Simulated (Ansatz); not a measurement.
Cu, dhcp: how the functional moves the structure

All rows: Ansatz, plane waves with scalar-relativistic PAW, 420 eV (500 eV for the SCAN forms), relaxed under each functional, no dispersion correction, no zero-point motion. B₀ comes from uniform scaling at fixed shape; a dash is a value not given.

| functional | V (Å³/atom) | cell | B₀ (GPa) | magnetic state | ΔE to fcc (meV/atom) |
| --- | --- | --- | --- | --- | --- |
| PBE | 11.97 | a = 2.567 Å, c = 8.385 Å (c/a = 3.266) | 140 | spin not included | 6 |
| r²SCAN | 11.45 | a = 2.530 Å, c = 8.262 Å (c/a = 3.265) | 162 | spin not included | 4 |
| PBEsol | 11.32 | a = 2.520 Å, c = 8.233 Å (c/a = 3.267) | 167 | spin not included | 3 |
| LDA | 10.90 | a = 2.488 Å, c = 8.129 Å (c/a = 3.267) | 188 | spin not included | 4 |
| revPBE | 12.28 | a = 2.590 Å, c = 8.456 Å (c/a = 3.265) | 128 | spin not included | 5 |
| RPBE | 12.40 | a = 2.599 Å, c = 8.484 Å (c/a = 3.265) | 123 | spin not included | 5 |
| BLYP | 12.71 | a = 2.620 Å, c = 8.550 Å (c/a = 3.263) | 115 | spin not included | 5 |

LDA gives the smallest volume and BLYP the largest.
